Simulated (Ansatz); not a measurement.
The system is WS2, a slab with vacuum.

```
W S
1.0
     3.18312    0.00000    0.00000
    -1.59156    2.75666    0.00000
     0.00000    0.00000   35.18056
W S
4 8
Direct
  0.33333 0.66667 0.59232
  0.33333 0.66667 0.22340
  0.66667 0.33333 0.77660
  0.66667 0.33333 0.40768
  0.33333 0.66667 0.82115
  0.33333 0.66667 0.45202
  0.66667 0.33333 0.63662
  0.66667 0.33333 0.26774
  0.33333 0.66667 0.73226
  0.33333 0.66667 0.36338
  0.66667 0.33333 0.54798
  0.66667 0.33333 0.17885
```

Below is the output of Ansatz 0.2.0 for this cell. Logs are shortened: lines on timing, memory, paths and dates and some standing lists are left out, and cuts for length are marked.

```text
Warning: RAYON_NUM_THREADS=4 ignored (pool sized by the plan → 4); use --threads N
scf.n_extra_bands = 30 over 52 filled bands (N_el = 104.0): the run solves 82 bands
Engine: ansatz 0.2.0, x86_64-unknown-linux-gnu
Pseudopotentials: kind: paw
Pseudopotential: W, paw, valence charge 14, recommended cutoff 420 eV (normal), W.paw.azcp
Pseudopotential: S, paw, valence charge 6, recommended cutoff 420 eV (normal), S.paw.azcp
Functional definition: revPBE
  parameter kappa = 1.245
  parameter beta = 0.06672455060314922
[... 70 lines left out ...]
        2.269038      -0.000000       0.000000
        0.000000       2.269038      -0.000000
        0.000000      -0.000000       3.088653
  P = ⅓ Tr σ = 2.5422 GPa (25.422 kbar)
--- Band table (eV; the first three rows and the last of 8) ---
  k-point 0: bands = ["-68.0132", "-68.0132", "-68.0123", "-68.0123", "-32.2884", "-32.2883", "-32.2870", "-32.2870", "-32.1426", "-32.1426", "-32.1426", "-32.1426", "-32.1404", "-32.1404", "-32.1404", "-32.1404", "-8.8963", "-8.8600", "-8.8201", "-8.8032", "-7.2699", "-7.2112", "-7.1440", "-7.0965", "-0.6701", "-0.5159", "-0.3177", "-0.1623", "3.0338", "3.0338", "3.0369", "3.0369", "3.0675", "3.0675", "3.0675", "3.0675", "3.2926", "3.6250", "4.0755", "4.2731", "4.2731", "4.2840", "4.2840", "4.3072", "4.3072", "4.3077", "4.3077", "4.5160", "5.6815", "5.9492", "6.2305", "6.4086", "8.8317", "8.8317", "8.8343", "8.8343", "8.8399", "8.8399", "8.8403", "8.8403", "8.9741", "8.9741", "8.9944", "8.9944", "9.0234", "9.0234", "9.0459", "9.0459", "10.9288", "11.0805", "11.2348", "11.3596", "11.4141", "11.5964", "12.9051", "14.4639", "14.4804", "14.5539", "14.5909", "14.6224", "14.6895", "14.9644"]
  k-point 1: bands = ["-68.0100", "-68.0100", "-68.0092", "-68.0092", "-32.2767", "-32.2767", "-32.2755", "-32.2755", "-32.2067", "-32.2067", "-32.2042", "-32.2042", "-32.1575", "-32.1575", "-32.1552", "-32.1552", "-8.5685", "-8.5327", "-8.4931", "-8.4761", "-7.1447", "-7.0902", "-7.0291", "-6.9870", "-0.2897", "-0.1387", "0.0576", "0.2135", "2.2651", "2.2750", "2.3017", "2.3024", "2.6823", "2.8812", "3.0819", "3.2004", "3.3478", "3.3546", "3.3830", "3.3831", "3.8057", "3.8192", "3.8426", "3.8434", "4.3704", "4.4753", "4.6578", "4.8846", "5.5682", "5.7156", "5.8513", "5.9246", "8.3435", "8.4194", "8.5311", "8.6473", "8.6997", "8.7047", "8.7300", "8.7643", "8.7942", "8.8044", "8.8375", "8.8493", "9.3725", "9.3879", "9.4053", "9.4158", "11.4243", "11.7131", "12.5003", "12.6258", "12.6389", "12.7625", "13.3637", "14.6701", "14.7574", "15.0000", "15.0094", "15.4072", "15.4726", "15.6057"]
  k-point 2: bands = ["-68.0030", "-68.0030", "-68.0021", "-68.0021", "-32.3481", "-32.3481", "-32.3452", "-32.3452", "-32.2505", "-32.2505", "-32.2493", "-32.2493", "-32.1908", "-32.1908", "-32.1885", "-32.1885", "-7.7366", "-7.7039", "-7.6671", "-7.6517", "-6.8308", "-6.7884", "-6.7443", "-6.7172", "0.2606", "0.3512", "0.4563", "0.5214", "1.2222", "1.2775", "1.3683", "1.4744", "1.6858", "1.8020", "1.8831", "1.9143", "3.0271", "3.0426", "3.0664", "3.0681", "3.9957", "4.0493", "4.0682", "4.0939", "4.0959", "4.1049", "4.2572", "4.3991", "4.8612", "4.9002", "4.9361", "4.9550", "8.1756", "8.3190", "8.4493", "8.4743", "8.5056", "8.5192", "8.5302", "8.7220", "9.2206", "9.3580", "9.5200", "9.6354", "10.1852", "10.2226", "10.2723", "10.3121", "12.4829", "12.6588", "13.0407", "13.0924", "13.2069", "13.3360", "14.0691", "14.2809", "14.4339", "14.5173", "14.5534", "14.7901", "14.8611", "15.3223"]
  k-point 7: bands = ["-67.9950", "-67.9950", "-67.9941", "-67.9941", "-32.4127", "-32.4126", "-32.4096", "-32.4095", "-32.3212", "-32.3212", "-32.3186", "-32.3186", "-32.2209", "-32.2209", "-32.2199", "-32.2199", "-6.5500", "-6.5359", "-6.5136", "-6.5111", "-6.3581", "-6.3424", "-6.3259", "-6.3240", "0.2919", "0.2949", "0.3011", "0.3393", "0.3459", "0.3478", "0.3584", "0.3637", "1.7236", "1.7331", "1.7596", "1.7694", "2.0709", "2.1141", "2.1850", "2.2617", "2.4509", "2.5657", "2.6507", "2.6761", "3.7031", "3.7306", "3.7878", "3.8441", "5.6251", "5.6531", "5.6826", "5.6992", "8.0814", "8.1046", "8.1275", "8.1370", "9.1278", "9.2681", "9.4418", "9.5836", "9.6006", "9.7505", "9.7701", "9.8122", "11.1553", "11.2373", "11.3569", "11.4738", "12.5375", "12.6194", "12.7161", "12.7518", "13.1252", "13.3830", "13.7545", "14.0763", "14.9941", "15.1071", "15.1447", "15.3236", "15.6542", "15.8970"]
```

Question: What input gives this log?

Answer: Band structure with revPBE, no spin polarisation. The files as run (others can give the same):

input.yaml
```yaml
crystal:
  lattice:
    - [3.1831225544, 0.0, 0.0]
    - [-1.5915612772, 2.7566649955, 0.0]
    - [0.0, 0.0, 35.1805582101]
  atoms:
    - { symbol: W, position: [0.3333333333, 0.6666666667, 0.59231661] }
    - { symbol: W, position: [0.3333333333, 0.6666666667, 0.2234] }
    - { symbol: W, position: [0.6666666667, 0.3333333333, 0.7766] }
    - { symbol: W, position: [0.6666666667, 0.3333333333, 0.40768339] }
    - { symbol: S, position: [0.3333333333, 0.6666666667, 0.82114964] }
    - { symbol: S, position: [0.3333333333, 0.6666666667, 0.45202369] }
    - { symbol: S, position: [0.6666666667, 0.3333333333, 0.63662107] }
    - { symbol: S, position: [0.6666666667, 0.3333333333, 0.26774184] }
    - { symbol: S, position: [0.3333333333, 0.6666666667, 0.73225816] }
    - { symbol: S, position: [0.3333333333, 0.6666666667, 0.36337893] }
    - { symbol: S, position: [0.6666666667, 0.3333333333, 0.54797631] }
    - { symbol: S, position: [0.6666666667, 0.3333333333, 0.17885036] }
hamiltonian:
  xc: revpbe
  pseudopotentials: { kind: paw }
kpoints:
  mp_grid: { grid: [7, 7, 1] }
  band_path:
    path:
      - [[0.0, 0.0, 0.0], [0.5, 0.0, 0.0], [0.3333333333, 0.3333333333, 0.0], [0.0, 0.0, 0.0], [0.0, 0.0, 0.5], [0.5, 0.0, 0.5], [0.3333333333, 0.3333333333, 0.5], [0.0, 0.0, 0.5]]
      - [[0.5, 0.0, 0.5], [0.5, 0.0, 0.0]]
      - [[0.3333333333, 0.3333333333, 0.0], [0.3333333333, 0.3333333333, 0.5]]
    npoints: 10
scf:
  occupations: { method: fermi_dirac, width: 0.05 }
  n_extra_bands: 30
output:
  forces: true
  stress: true
  eigenvalues: true
  fatbands: true
```

Potentials or basis: Ansatz PAW.
Launch:
```console
$ ansatz run input.yaml --threads 4 --pin off --max-ram 11264MiB --backend cpu --events-out ev --progress --plain --runs-dir out
```

Caveat: the k mesh misses the band edges, so the gap on the mesh is wider than the one along the path; spin-orbit coupling is left out, which moves the levels of the heavy elements; the PAW data sets come from PBE, with cores solved anew for the run's functional, which leaves a small shift of forces and pressure.
